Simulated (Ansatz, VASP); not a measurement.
# One calculation of Ta, two programs

```
Ta
1.0
     0.00000    1.83919    1.83919
     1.83919    0.00000    1.83919
     1.83919    1.83919    0.00000
Ta
1
Direct
  0.00000 0.00000 0.00000
```

Change from the starting cell: volume scaled by 0.7, LAPW.

Alike in both runs: task single point; functional LDA; k mesh 16 × 16 × 16; occupations fermi-dirac, width 0.1 eV; no spin polarisation.

|  | VASP | Ansatz |
| --- | --- | --- |
| version | VASP 6.6.1 | Ansatz 0.2.0 |
| potentials or method | VASP PAW LDA potentials, release 64 (Ta_pv), cutoff 520 eV | all-electron LAPW, scalar-relativistic |

|  | VASP | Ansatz | Ansatz less VASP |
| --- | --- | --- | --- |
| pressure (GPa) | 144.2 | 138.6 | -5.56 |

Ansatz ran all-electron here, so the differences hold the error of VASP's frozen core and of both bases.

Caveats: the cell as given lies far from equilibrium; so large a pressure means that the cell lies far from this level's equilibrium, or that cutoff or potentials fall short (VASP). The runs have no spin-orbit coupling, so splittings on Ta are missing.
